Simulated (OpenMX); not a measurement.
BaTiO3 in OpenMX: convergence with ElectronicTemperature

BaTiO3:

```
Ba Ti O
1.0
     3.99980    0.00000    0.00000
     0.00000    3.99980    0.00000
     0.00000    0.00000    4.01800
Ba Ti O
1 1 3
Direct
  0.99929 0.96811 0.01786
  0.51214 0.51452 0.49784
  0.00420 0.50420 0.53626
  0.49771 0.00344 0.50970
  0.50597 0.50592 0.03241
```

The cell isn't the ideal one: atoms moved at random, drawn with an rms of 0.1 Å.

```yaml
Program: OpenMX 3.8.5
Task: convergence study
Functional: PBE
Potentials_or_basis: OpenMX 2013 PBE set, Ba10.0-s3p2d1, Ti7.0-s2p2d1, O6.0-s2p2, grid cutoff 400 Ry
k_mesh: 5 × 5 × 5
Occupations: fermi-dirac, width 0.25852 eV
Spin: no spin polarisation
```

These are the settings of the first run; the series varies ElectronicTemperature, with any setting tied to it.

Hardware: 1 thread of Arm Neoverse V2, with other jobs on the host.

Q: The values tried are 3000 K, 2000 K, 1200 K, 800 K, 500 K, 300 K, 150 K, 75 K, loosest first. From which on does the gap on the mesh stay within 0.01 eV of the tightest run that finished?

A: From 2000 K on.

| ElectronicTemperature | energy less the tightest run, at zero smearing (meV/atom) | pressure (GPa) | gap on the mesh (eV) | SCF cycles | CPU time (s) | peak memory (GiB) |
| --- | --- | --- | --- | --- | --- | --- |
| 3000 K | 2.42 | 7.35 | 1.700 | 18 | 170 | 1.6 |
| 2000 K | 0.27 | 7.27 | 1.683 | 19 | 180 | 1.6 |
| 1200 K | 0.01 | 7.26 | 1.681 | 19 | 180 | 1.6 |
| 800 K | 0.00 | 7.26 | 1.681 | 19 | 180 | 1.6 |
| 500 K | 0.00 | 7.26 | 1.681 | 19 | 180 | 1.6 |
| 300 K | 0.00 | 7.26 | 1.681 | 19 | 180 | 1.6 |
| 150 K | 0.00 | 7.26 | 1.681 | 19 | 180 | 1.6 |
| 75 K | 0.00 | 7.26 | 1.681 | 19 | 180 | 1.6 |

Against the tightest run, the energy stays within 1 meV/atom from 2000 K on; the pressure stays within 0.1 GPa from 3000 K on. The tightest run that finished is the yardstick and may itself not be fully converged.

Caveat, for the tightest run too: the transition metal has a single d function, too few for pressures, volumes and moments; spin-orbit coupling is left out, which moves the levels of the heavy elements; an odd mesh through Γ misses points on the zone boundary, where band edges often lie; the basis of atomic orbitals isn't converged, which shifts pressures, moduli and gaps.
